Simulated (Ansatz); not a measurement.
# AlAs wire along [110], 24 atoms a period, H-terminated: bands by functional and under strain, part 3 of 4

What gap, if any, does the AlAs wire along [110], 24 atoms a period, H-terminated have, and how does it change with the functional and under strain?

Ansatz 0.2.0; DFT PBE, plane waves, PAW; relaxation of a wire's period; PAW set soft_1 (the session's first sound run).

So far, band gap (eV): step 3 (the wire at its relaxed period, PBE) 0.739; step 4 (levels at the same atoms, HSE06 PBE) 1.57.

### Step 5. Strain along the wire, period over the relaxed period 0.94, k-mesh 1×1×16

This step: DFT PBE, plane waves, PAW; relaxation at a fixed period; PAW set soft_1 (Ansatz 0.2.0).

The period is set to 0.94 times the relaxed one and the atoms relax within it: strain changes bond lengths and angles, which shifts the bands against each other. Against the first PBE run of this kind, the mesh along the wire has 16 points against 20.

The cell differs from the one that the last finished run ended in (c 4.161 → 3.911 Å).

File input.yaml:

```yaml
crystal:
  lattice:
    - [21.494, 0.0, 0.0]
    - [0.0, 19.493, 0.0]
    - [0.0, 0.0, 3.9111537357]
  atoms:
    - { symbol: H, position: [0.143629568, 0.408259572, 0.0] }
    - { symbol: Al, position: [0.201273506, 0.460073736, 0.0] }
    - { symbol: As, position: [0.399340384, 0.339735376, 0.0] }
    - { symbol: H, position: [0.42964887, 0.162599888, 0.0] }
    - { symbol: Al, position: [0.463482104, 0.235149394, 0.0] }
    - { symbol: Al, position: [0.46520846, 0.441925602, 0.0] }
    - { symbol: As, position: [0.663315882, 0.350112849, 0.0] }
    - { symbol: H, position: [0.706572875, 0.288189174, 0.0] }
    - { symbol: Al, position: [0.726473345, 0.456127951, 0.0] }
    - { symbol: H, position: [0.231425509, 0.649128091, 0.229324546] }
    - { symbol: H, position: [0.783173686, 0.645953171, 0.310029516] }
    - { symbol: As, position: [0.27854743, 0.649726633, 0.5] }
    - { symbol: As, position: [0.26590502, 0.439516879, 0.5] }
    - { symbol: H, position: [0.295138398, 0.265054516, 0.5] }
    - { symbol: H, position: [0.287342804, 0.828795884, 0.5] }
    - { symbol: Al, position: [0.332001105, 0.335982405, 0.5] }
    - { symbol: Al, position: [0.336123361, 0.535959955, 0.5] }
    - { symbol: Al, position: [0.332400525, 0.764213435, 0.5] }
    - { symbol: As, position: [0.530064993, 0.243195868, 0.5] }
    - { symbol: As, position: [0.532724599, 0.656104822, 0.5] }
    - { symbol: As, position: [0.531489831, 0.447574419, 0.5] }
    - { symbol: H, position: [0.558590239, 0.829293254, 0.5] }
    - { symbol: H, position: [0.574967797, 0.1826878, 0.5] }
    - { symbol: Al, position: [0.596749402, 0.344857477, 0.5] }
    - { symbol: Al, position: [0.597775791, 0.551661024, 0.5] }
    - { symbol: Al, position: [0.60014654, 0.7613221, 0.5] }
    - { symbol: As, position: [0.791896017, 0.458490982, 0.5] }
    - { symbol: H, position: [0.843724513, 0.405577391, 0.5] }
    - { symbol: H, position: [0.830306588, 0.523621624, 0.5] }
    - { symbol: H, position: [0.783173686, 0.645953171, 0.689970484] }
    - { symbol: H, position: [0.231425509, 0.649128091, 0.770675454] }
    - { symbol: H, position: [0.187906438, 0.541590111, 0.0] }
    - { symbol: As, position: [0.400902967, 0.547864211, 0.0] }
    - { symbol: As, position: [0.396570637, 0.751395383, 0.0] }
    - { symbol: H, position: [0.438348055, 0.81435744, 0.0] }
    - { symbol: Al, position: [0.468514713, 0.650571128, 0.0] }
    - { symbol: As, position: [0.662435879, 0.557381821, 0.0] }
    - { symbol: As, position: [0.664795001, 0.749926757, 0.0] }
    - { symbol: H, position: [0.702170901, 0.816428462, 0.0] }
    - { symbol: Al, position: [0.742757041, 0.653894877, 0.0] }
kpoints:
  mp_grid: { grid: [1, 1, 16] }
  band_path: { path: ["Γ", Z], npoints: 90 }
scf:
  occupations: { method: fermi_dirac, width: 0.05 }
hamiltonian:
  xc: pbe
  pseudopotentials: { kind: paw, azcp: { folder: soft_1 } }
relax:
  max_steps: 40
  f_tol: 0.02
output:
  stress: true
```

Started as:

```
ansatz run input.yaml --threads 4 --pin off --max-ram 16384MiB --backend cpu --events-out ev --progress --plain --runs-dir out
```

Numbers of over 12 decimals in the logs are rounded to 6 here.

What it wrote:

```text
Warning: output.stress: scf.convergence.dr2_threshold = 1e-7 eV (the SCF's general default) is looser than the 4e-9 eV advised for a printed stress (1e-10 eV for each atom of the cell: 40). What an SCF threshold leaves in a stress goes as its square root, and in the free energy as the threshold itself, and one threshold admits the most on a small cell: [figures from the program's tests cut] Every solve of this run an [...]
[...]
Crystal: 40 atoms, lattice volume = 1638.705 Å³
Basis set: ecut = 420 eV, 32083 PW (Γ), exchange–correlation on 288×270×54 points (8 copies of the dense FFT grid, shifted against one another)
Bands: 156, of which v1, the nominal top of the filled ones, is band 116 counted from 1 (115 counted from 0)
Symmetry: 2 space group operations
[...]
k-points: 9 of 16
[...]
SCF iter   1: F=—  HF=-64989.316559 eV  |F-HF|=—  |Δ(HF+E_count)|=         —  Δρ=3.73e-2  dr2=2.63e1  ethr=3.10e-3  ⟨swp⟩=7.0  Hψ=6256  notcnv=0  defer=26
[...]
SCF iter   9: F=-64981.069707 eV  HF=-64981.069704 eV  |F-HF|=2.67e-6  |Δ(HF+E_count)|=   1.66e-5  Δρ=1.34e-5  dr2=4.39e-6  ethr=4.31e-9  ⟨swp⟩=4.6  Hψ=4029  notcnv=0
SCF 1 converged in 9 iterations: F = -64981.069707 eV  dr2 = 4.39e-6
[...]
relax step   1: F+E_penalty+E_count = -64981.06970693 eV  Δ(F+E_penalty+E_count) = +0.000e0 eV  max|allowed force component| = 9.999e-1 eV/Å  Δτ_max = 0.0000 Å  (9 SCF iters, dr2 threshold 1.00e-5 eV, accepted)
[...]
SCF iter   7: F=-64981.456480 eV  HF=-64981.456482 eV  |F-HF|=1.53e-6  |Δ(HF+E_count)|=   2.10e-7  Δρ=1.54e-5  dr2=8.12e-6  ethr=2.69e-8  ⟨swp⟩=4.0  Hψ=3919  notcnv=0
SCF 2 converged in 7 iterations: F = -64981.456480 eV  dr2 = 8.12e-6
relax step   2: F+E_penalty+E_count = -64981.45648027 eV  Δ(F+E_penalty+E_count) = -3.868e-1 eV  max|allowed force component| = 4.040e-1 eV/Å  Δτ_max = 0.1903 Å  (7 SCF iters, dr2 threshold 6.25e-5 eV, accepted)
SCF iter   1: F=—  HF=-64981.478901 eV  |F-HF|=—  |Δ(HF+E_count)|=         —  Δρ=1.79e-3  dr2=4.37e-2  ethr=1.94e-4  ⟨swp⟩=3.1  Hψ=2441  notcnv=0  defer=237
[...]
SCF iter   6: F=-64981.470430 eV  HF=-64981.470432 eV  |F-HF|=1.62e-6  |Δ(HF+E_count)|=   7.26e-7  Δρ=8.56e-6  dr2=3.53e-6  ethr=4.40e-9  ⟨swp⟩=4.0  Hψ=3915  notcnv=0
SCF 3 converged in 6 iterations: F = -64981.470430 eV  dr2 = 3.53e-6
relax step   3: F+E_penalty+E_count = -64981.47043015 eV  Δ(F+E_penalty+E_count) = -1.395e-2 eV  max|allowed force component| = 4.722e-2 eV/Å  Δτ_max = 0.0475 Å  (6 SCF iters, dr2 threshold 1.02e-5 eV, accepted)
SCF iter   1: F=—  HF=-64981.471790 eV  |F-HF|=—  |Δ(HF+E_count)|=         —  Δρ=4.15e-4  dr2=2.33e-3  ethr=1.14e-5  ⟨swp⟩=2.2  Hψ=2325  notcnv=0  defer=227
[...]
SCF iter   7: F=-64981.471598 eV  HF=-64981.471598 eV  |F-HF|=2.45e-9  |Δ(HF+E_count)|=   2.78e-8  Δρ=5.86e-7  dr2=1.45e-8  ethr=4.31e-11  ⟨swp⟩=4.3  Hψ=3834  notcnv=0
SCF 4 converged in 7 iterations: F = -64981.471598 eV  dr2 = 1.45e-8
relax step   4: F+E_penalty+E_count = -64981.47159828 eV  Δ(F+E_penalty+E_count) = -1.168e-3 eV  max|allowed force component| = 1.691e-2 eV/Å  Δτ_max = 0.0137 Å  (7 SCF iters, accepted)
[...]
the band table was solved once a step of the walk had ended and its energy, with any forces and stress, was formed, with the checks that follow a solve (7747 applications of the Hamiltonian). They found nothing against the state; the energy, forces and stress were not computed again (output.eigenvalues in the input reference)
[...]
SCF converged after 7 iterations
Free energy (F): -64981.471598 eV
[...]
Internal energy: -64981.469496 eV  (E = F + TS)
E sigma→0 (E₀):  -64981.470547 eV
Entropy (-TS):   -0.002102 eV (-0.053 meV/atom)
Fermi energy:    0.292612 eV
[...]
--- Forces (eV/Å), atoms counted from 1 ---
  atom   1  H      0.00119206    -0.00462002    -0.00000000
  atom   2  Al     0.00118768    -0.00243458    -0.00000000
  atom   3  As    -0.00704993     0.00016722     0.00000000
  atom   4  H      0.00059337    -0.00168293    -0.00000000
  atom   5  Al    -0.00008352     0.00515787     0.00000000
  atom   6  Al     0.00378000     0.00455304    -0.00000000
  atom   7  As    -0.00293813    -0.00324462     0.00000000
  atom   8  H     -0.00037412    -0.00386033     0.00000000
  atom   9  Al     0.00577660     0.00014116    -0.00000000
  atom  10  H      0.00554047    -0.00331081     0.00911434
  atom  11  H     -0.00150392     0.00104926    -0.00682684
  atom  12  As    -0.01691471     0.00425861     0.00000000
  atom  13  As    -0.00331924     0.00859620     0.00000000
  atom  14  H     -0.00025402     0.00036470     0.00000000
  atom  15  H     -0.00099587     0.00036277     0.00000000
  atom  16  Al     0.00480054     0.00003097    -0.00000000
  atom  17  Al     0.00886417     0.00120796    -0.00000000
  atom  18  Al    -0.00133811    -0.00295296     0.00000000
  atom  19  As     0.00179118    -0.00008515    -0.00000000
  atom  20  As    -0.00583763    -0.00138069     0.00000000
  atom  21  As    -0.00400605    -0.00106433     0.00000000
  atom  22  H      0.00056099     0.00185763    -0.00000000
  atom  23  H     -0.00353954    -0.00451877     0.00000000
  atom  24  Al     0.00723872     0.00022650    -0.00000000
  atom  25  Al     0.00181007    -0.00150074    -0.00000000
  atom  26  Al    -0.00082757    -0.00548945     0.00000000
  atom  27  As    -0.00356230    -0.00221216     0.00000000
  atom  28  H      0.00223438     0.00012302    -0.00000000
  atom  29  H     -0.00109080     0.00247406     0.00000000
  atom  30  H     -0.00150392     0.00104926     0.00682684
  atom  31  H      0.00554047    -0.00331081    -0.00911434
  atom  32  H     -0.00364356     0.00137382     0.00000000
  atom  33  As    -0.00233250     0.00083015     0.00000000
  atom  34  As     0.00444630     0.00115830    -0.00000000
  atom  35  H     -0.00337675     0.00117680     0.00000000
  atom  36  Al     0.00834359     0.00163811    -0.00000000
  atom  37  As    -0.00245791     0.00198440     0.00000000
  atom  38  As     0.00297526     0.00144312    -0.00000000
  atom  39  H     -0.00105306     0.00222846     0.00000000
  atom  40  Al     0.00133481    -0.00178044    -0.00000000
  max |Σ_I F_I| component: 7.48e-6 eV/Å
--- Stress (GPa, compression-positive) ---
       -0.037696      -0.002063      -0.000000
       -0.002060       0.002530       0.000000
       -0.000000       0.000000       2.306926
  P = ⅓ Tr σ = 0.7573 GPa (7.573 kbar)
--- Band table (eV; the first three rows and the last of 9) ---
  k-point 0: bands = [... 112 lower, -1.5213, -1.2731, -0.7216, 0.1180, 0.6558, 0.7324, 1.0330, 1.1195, ... 36 higher]
  k-point 1: bands = [... 112 lower, -1.5953, -1.4223, -0.9077, -0.0473, 0.8349, 0.8678, 1.1577, 1.2475, ... 36 higher]
  k-point 2: bands = [... 112 lower, -1.7641, -1.5661, -1.2992, -0.4482, 1.0546, 1.1327, 1.3443, 1.4796, ... 36 higher]
  k-point 8: bands = [... 112 lower, -2.3540, -2.2644, -2.2055, -2.1643, 0.5006, 0.7096, 0.9822, 1.0773, ... 36 higher]
--- Relaxed structure (4 steps of the walk, 4 accepted, 0 SCFs on fresh bases) ---
  F+E_penalty+E_count = -64981.47159828 eV   max|allowed force component| = 1.691e-2 eV/Å
  atoms:
    - { symbol: H, position: [0.134882, 0.409117, 5.41915336201695e-18] }
    - { symbol: Al, position: [0.192373, 0.461167, 5.512533471100396e-18] }
    - { symbol: As, position: [0.398149, 0.339107, 8.088067734977293e-19] }
    - { symbol: H, position: [0.426224, 0.162110, 2.171496415170794e-18] }
    - { symbol: Al, position: [0.461204, 0.233980, 1.471871870540924e-18] }
    - { symbol: Al, position: [0.463512, 0.441323, 1.1167926677384208e-18] }
    - { symbol: As, position: [0.669176, 0.350168, -3.493897593882462e-18] }
    - { symbol: H, position: [0.711652, 0.287739, -3.017424592425182e-18] }
    - { symbol: Al, position: [0.731626, 0.456164, -3.061723125656766e-18] }
    - { symbol: H, position: [0.225682, 0.648599, 0.216515] }
    - { symbol: H, position: [0.790904, 0.646019, 0.314008] }
    - { symbol: As, position: [0.273497, 0.649660, 0.500000] }
    - { symbol: As, position: [0.261380, 0.439271, 0.500000] }
    - { symbol: H, position: [0.288500, 0.265068, 0.500000] }
    - { symbol: H, position: [0.281203, 0.828707, 0.500000] }
    - { symbol: Al, position: [0.326533, 0.335223, 0.500000] }
    - { symbol: Al, position: [0.330936, 0.535796, 0.500000] }
    - { symbol: Al, position: [0.326847, 0.764613, 0.500000] }
    - { symbol: As, position: [0.532126, 0.242697, 0.500000] }
    - { symbol: As, position: [0.535484, 0.656243, 0.500000] }
    - { symbol: As, position: [0.534056, 0.447138, 0.500000] }
    - { symbol: H, position: [0.558647, 0.829409, 0.500000] }
    - { symbol: H, position: [0.575656, 0.181121, 0.500000] }
    - { symbol: Al, position: [0.598448, 0.344207, 0.500000] }
    - { symbol: Al, position: [0.599618, 0.551447, 0.500000] }
    - { symbol: Al, position: [0.601423, 0.762412, 0.500000] }
    - { symbol: As, position: [0.801300, 0.459050, 0.500000] }
    - { symbol: H, position: [0.852443, 0.405654, 0.500000] }
    - { symbol: H, position: [0.838611, 0.524760, 0.500000] }
    - { symbol: H, position: [0.790904, 0.646019, 0.685992] }
    - { symbol: H, position: [0.225682, 0.648599, 0.783485] }
    - { symbol: H, position: [0.178131, 0.542611, 6.046156279269181e-18] }
    - { symbol: As, position: [0.400113, 0.547471, 5.636918296413548e-19] }
    - { symbol: As, position: [0.395290, 0.751022, 8.631137189275537e-19] }
    - { symbol: H, position: [0.435875, 0.814840, 1.590989967364345e-18] }
    - { symbol: Al, position: [0.466988, 0.650286, 1.013132500851492e-18] }
    - { symbol: As, position: [0.668580, 0.557820, -3.667083016918049e-18] }
    - { symbol: As, position: [0.670366, 0.750502, -3.317141391583609e-18] }
    - { symbol: H, position: [0.706599, 0.817647, -2.619688506964704e-18] }
    - { symbol: Al, position: [0.747823, 0.654598, -3.009171917200194e-18] }
```

It took 17 min on 4 threads of Arm Neoverse V1, shared host; peak memory 13 GiB.

The steps of the relaxation:

```
step  energy less that of the first step (eV)  largest force component (eV/Å)
   1                                   0.0000                          0.9999
   2                                  -0.3868                          0.4040
   3                                  -0.4007                          0.0472
   4                                  -0.4019                          0.0169
```

The run keeps the 2 symmetry operations that it works with, so distortions that break them were not tested.

The atoms that moved most (Å):

```
atom      dx     dy      dz  length
 H32  -0.210  0.020   0.000   0.211
As27   0.202  0.011   0.000   0.202
 Al2  -0.191  0.021   0.000   0.192
  H1  -0.188  0.017   0.000   0.189
 H28   0.187  0.001   0.000   0.187
 H29   0.178  0.022   0.000   0.180
 H11   0.166  0.001   0.016   0.167
 H30   0.166  0.001  -0.016   0.167
```

Final coordinates:

```xyz
40
Lattice="21.4940 0.0000 0.0000 0.0000 19.4930 0.0000 0.0000 0.0000 3.9112" Properties=species:S:1:pos:R:3
H     2.8991    7.9749    0.0000
Al    4.1349    8.9895    0.0000
As    8.5578    6.6102    0.0000
H     9.1613    3.1600    0.0000
Al    9.9131    4.5610    0.0000
Al    9.9627    8.6027    0.0000
As   14.3833    6.8258    0.0000
H    15.2963    5.6089    0.0000
Al   15.7256    8.8920    0.0000
H     4.8508   12.6431    0.8468
H    16.9997   12.5929    1.2281
As    5.8785   12.6638    1.9556
As    5.6181    8.5627    1.9556
H     6.2010    5.1670    1.9556
H     6.0442   16.1540    1.9556
Al    7.0185    6.5345    1.9556
Al    7.1131   10.4443    1.9556
Al    7.0252   14.9046    1.9556
As   11.4375    4.7309    1.9556
As   11.5097   12.7921    1.9556
As   11.4790    8.7161    1.9556
H    12.0076   16.1677    1.9556
H    12.3731    3.5306    1.9556
Al   12.8630    6.7096    1.9556
Al   12.8882   10.7494    1.9556
Al   12.9270   14.8617    1.9556
As   17.2231    8.9483    1.9556
H    18.3224    7.9074    1.9556
H    18.0251   10.2291    1.9556
H    16.9997   12.5929    2.6830
H     4.8508   12.6431    3.0643
H     3.8287   10.5771    0.0000
As    8.6000   10.6719    0.0000
As    8.4964   14.6397    0.0000
H     9.3687   15.8837    0.0000
Al   10.0374   12.6760    0.0000
As   14.3705   10.8736    0.0000
As   14.4088   14.6295    0.0000
H    15.1876   15.9384    0.0000
Al   16.0737   12.7601    0.0000
```

This step gave:

```
energy at zero smearing : -64981.4705 eV
band gap                : 0.3826 eV
```

The electronic bands at the labelled points (eV, zero at the Fermi level; v1 is the highest filled band, c1 the lowest empty one):

```
  point     v4     v3     v2     v1    c1    c2    c3    c4
      Γ  -1.81  -1.57  -1.01  -0.17  0.36  0.44  0.74  0.83
halfway  -2.30  -2.11  -2.09  -1.70  0.76  0.83  1.20  1.22
      Z  -2.65  -2.56  -2.50  -2.46  0.21  0.42  0.69  0.78
```

The gap is 0.383 eV, against 0.739 eV under PBE at the relaxed period.

[end of part 3 of 4]

[Logs are printed without paths, hosts, clocks, repeated set-up lines and the standing remarks that a program may print on its own settings, such as how far it seeks lower states.]

[Hosts, paths, dates, database ids (printed as entryN), source tags and the programs' standing remarks are cut or masked in the printed files.]
